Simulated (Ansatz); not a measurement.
Level of theory: DFT PBE, scalar-relativistic, plane waves, PAW in Ansatz 0.2.0. All cells share a 420 eV cutoff and Γ-centred k meshes spaced at most about 0.3 Å⁻¹ (about 0.25 or finer for metals, 2π included). No spin polarisation.

These are static total energies at zero pressure.

Two forms of SnGe₇ were relaxed alike.

A.

Space group P-4m2 (No. 115). a = 4.155 Å, b = 4.155 Å, c = 11.775 Å, α = 90.00°, β = 90.00°, γ = 90.00°
```tsv
atom	site	symmetry	x	y	z
Sn	1a	-4m2	0.0000	0.0000	0.0000
Ge	2f	2mm.	0.5000	0.5000	0.7415
Ge	2g	2mm.	0.0000	0.5000	0.6206
Ge	2g	2mm.	0.5000	0.0000	0.8615
Ge	1d	-4m2	0.0000	0.0000	0.5000
```

B.

Space group P-4m2 (No. 115). a = 5.264 Å, b = 5.264 Å, c = 5.986 Å, α = 90.00°, β = 90.00°, γ = 90.00°
```csv
atom,site,symmetry,x,y,z
Sn,1a,-4m2,0.0000,0.0000,0.0000
Ge,1d,-4m2,0.0000,0.0000,0.5000
Ge,2g,2mm.,0.0000,0.5000,0.6381
Ge,2f,2mm.,0.5000,0.5000,0.7732
Ge,2g,2mm.,0.5000,0.0000,0.8083
```

Problem. Which would you expect to be lower, and how large is the difference?

Solution. A is lower, by 194 meV/atom. A has Sn and Ge ordered on diamond sites, space group P-4m2 (No. 115), 25.4 Å³/atom and no gap on its mesh; B has space group P-4m2 (No. 115), 20.7 Å³/atom and no gap. Counting Ge atoms around Sn (those within 1.25 times the shortest such distance or 1.15 times the sum of covalent radii; a plus sign parts nearer from farther groups), A has Sn 4 and B has Sn 6+4. The lower one is the more open, so pressure narrows the difference. In A, Sn has 4 Ge at 2.64 Å; around Ge on a site of symmetry 2mm lie 4 Ge at 2.51–2.52 Å; around Ge on a second site of symmetry 2mm lie 4 Ge at 2.52 Å; 2 more sites not described. In B, Sn has 6 Ge at 2.87–2.99 Å and 4 Ge at 3.41 Å; around Ge on a site of symmetry -4m2 lie 4 Ge at 2.76 Å, 2 Sn at 2.99 Å and 4 Ge at 3.21 Å; Ge on a site of symmetry 2mm is surrounded by 5 Ge at 2.67–2.76 Å, 1 Ge at 3.31 Å and 2 Sn at 3.41 Å; 2 more sites not described. Both come from invented guesses.

The zero gap of P-4m2 at 25.4 Å³/atom may come from the functional, which often closes small gaps. Cells relaxed within their symmetry can be saddle points.
